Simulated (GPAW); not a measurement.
Fe3Ge:

```xyz
4
Lattice="0.0000 2.8756 2.8756 2.8756 0.0000 2.8756 2.8756 2.8756 0.0000" Properties=species:S:1:pos:R:3 pbc="T T T"
Ge    0.0000    0.0000    0.0000
Fe    4.3134    4.3134    4.3134
Fe    1.4378    1.4378    1.4378
Fe    2.8756    2.8756    2.8756
```

The cell comes from a database or a generator and needn't be the stable form of this composition.

* Program: GPAW 26.7.0
* Task: relaxation of cell and atoms
* Functional: PBEsol
* Dispersion: D3(BJ)+ATM
* Potentials or basis: PAW data sets generated in the run's folder for this functional
* Cutoff: 600 eV
* Basis: pw
* k mesh: 7 × 7 × 7
* Occupations: fermi-dirac, width 0.05 eV
* Spin: collinear spin, ferromagnetic start
* Starting moments: [0.0, 3.0, 3.0, 3.0] μB

At the start: pressure -13.0 GPa; volume 11.89 Å³/atom.

Where does the relaxation end?

Over 5 steps the energy falls by 38.9 meV/atom and the volume is 11.09 Å³/atom (-6.7 %); space group Fm-3m (No. 225, to 0.05 Å); moment 5.07 μB per cell.

Step by step:
```tsv
step	energy change (eV)	largest force (eV/Å)	pressure (GPa)	volume (Å³)
1	0.0000	0.0000	-12.95	47.56
2	-0.0410	0.0000	-12.09	47.07
3	0.0022	0.0000	18.15	41.53
4	-0.1547	0.0000	-1.44	44.60
5	-0.1556	0.0000	-0.11	44.35
```

Final structure:
```
Ge Fe
1.0
     0.00000    2.80944    2.80944
     2.80944    0.00000    2.80944
     2.80944    2.80944    0.00000
Ge Fe
1 3
Cartesian
  0.0000 0.0000 0.0000
  4.2142 4.2142 4.2142
  1.4047 1.4047 1.4047
  2.8094 2.8094 2.8094
```

Caveat: each step starts from the last one's moments, so a moment once lost doesn't come back; later steps reuse the first step's grids; pairwise dispersion overbinds metals, which lowers pressure and volume.
